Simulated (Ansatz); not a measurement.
MgO (Fm-3m), a vibration from a frozen displacement

Theory: DFT PBEsol, scalar-relativistic, plane waves, PAW in Ansatz 0.2.0. The runs took a 420 eV cutoff, a Γ-centred 6×6×6 mesh and Gaussian smearing (0.05 eV). No spin polarisation. Energies are free energies at this smearing, counted from the undisturbed cell; pressure is positive in compression.

Zero of the scan (relaxed at this level):

```yaml
crystal:
  lattice:
    - [4.21421, 0.00000, 0.00000]
    - [0.00000, -4.21421, 0.00000]
    - [0.00000, 0.00000, -4.21421]
  atoms:
    - { symbol: Mg, position: [0.00000, 0.00000, 0.00000] }
    - { symbol: Mg, position: [0.50000, 0.50000, 0.00000] }
    - { symbol: Mg, position: [0.50000, 0.00000, 0.50000] }
    - { symbol: Mg, position: [0.00000, 0.50000, 0.50000] }
    - { symbol: O, position: [0.50000, 0.00000, 0.00000] }
    - { symbol: O, position: [0.00000, 0.50000, 0.00000] }
    - { symbol: O, position: [0.00000, 0.00000, 0.50000] }
    - { symbol: O, position: [0.50000, 0.50000, 0.50000] }
```

Atom 5 (O) is moved by x along the Cartesian unit vector (-1.000, 0.000, 0.000); the cell and all other atoms stay fixed. The cell's volume is 74.84 Å³; the moved atoms weigh 15.999 u together and the others 145.217 u. Some rows repeat others by symmetry and weren't run.

| x (Å) | ΔE (meV/cell) | total force on the moved atoms along the move (eV/Å) | pressure (GPa) |
| --- | --- | --- | --- |
| -0.2000 | 226.63 | 2.4198 | 1.1737 |
| -0.1750 | 170.78 | 2.0534 | 0.8871 |
| -0.1500 | 123.74 | 1.7133 | 0.6436 |
| -0.1250 | 84.93 | 1.3952 | 0.4412 |
| -0.1000 | 53.83 | 1.0952 | 0.2780 |
| -0.0750 | 30.05 | 0.8092 | 0.1526 |
| -0.0500 | 13.29 | 0.5337 | 0.0638 |
| -0.0250 | 3.31 | 0.2651 | 0.0108 |
| 0.0000 | 0.00 | 0.0000 | -0.0068 |
| 0.0250 | 3.31 | -0.2651 | 0.0108 |
| 0.0500 | 13.29 | -0.5337 | 0.0638 |
| 0.0750 | 30.05 | -0.8092 | 0.1526 |
| 0.1000 | 53.83 | -1.0952 | 0.2780 |
| 0.1250 | 84.93 | -1.3952 | 0.4412 |
| 0.1500 | 123.74 | -1.7133 | 0.6436 |
| 0.1750 | 170.78 | -2.0534 | 0.8871 |
| 0.2000 | 226.63 | -2.4198 | 1.1737 |

**Question.** What frequency belongs to this motion?

**Answer.** The force constant is k = −dF/dx = 10.604 eV/Å², from the parabola through x = -0.0250, 0 and 0.0250. In every cell the moved atoms swing against the rest, so the mass is μ = m₁m₂/(m₁ + m₂) = 14.411 u, and ν̃ = 521.5 cm⁻¹ × √(|k|/μ) = 447 cm⁻¹. The pattern needn't be a normal mode: ν̃² is then a weighted mean of the squared nonzero frequencies at the zone centre of this cell, taken without macroscopic field, so it lies between the lowest and the highest of them.

**Question.** How far does the harmonic law reach?

**Answer.** At x = -0.200 Å, kx²/2 = 212.08 meV against the computed 226.63 meV (+6.9 %): the well is still close to harmonic there.

**Question.** The pressure changes with x². What does that say about the frequency under compression?

**Answer.** With E = k(V)x²/2, k ∝ V^(−2γ) and x scaling with the cell as V^(1/3), P − P0 = −∂E/∂V = (2γ − 2/3) ΔE/V. At x = 0.0500 Å, V(P − P0) = 74.84 × 0.07065 / 160.2 eV = 33.00 meV and ΔE = 13.29 meV, so γ = 1/3 + V(P − P0)/(2ΔE) = 1.58. This is the Grüneisen parameter of the motion under uniform scaling of the cell: shrinking the cell evenly by 1 % in volume raises the frequency by about 1.58 %.

The oxygen ion sits in a single, slightly hardening well. Inversion symmetry at its site removes the cubic term, so the leading anharmonicity is quartic, and its positive sign reflects the steep overlap repulsion between the closed shells of O²⁻ and Mg²⁺ as the ion moves straight towards a cation. The same repulsion explains the positive Grüneisen parameter: on compression its curvature grows faster than the opposing Coulomb contribution.

The 447 cm⁻¹ shouldn't be read as the infrared-active transverse optical frequency of MgO, which is known to lie lower. Moving one of the four oxygens in the conventional cell mixes that zone-centre mode with zone-boundary vibrations of the primitive cell, among them longitudinal ones that keep their Coulomb stiffening; this probably accounts for the higher value. The Grüneisen parameter is likewise an average over this mixture. Cubic symmetry makes the harmonic force constant the same in every direction, but not the quartic term, so the hardening found along the Mg–O axis can't be carried over to diagonal displacements.
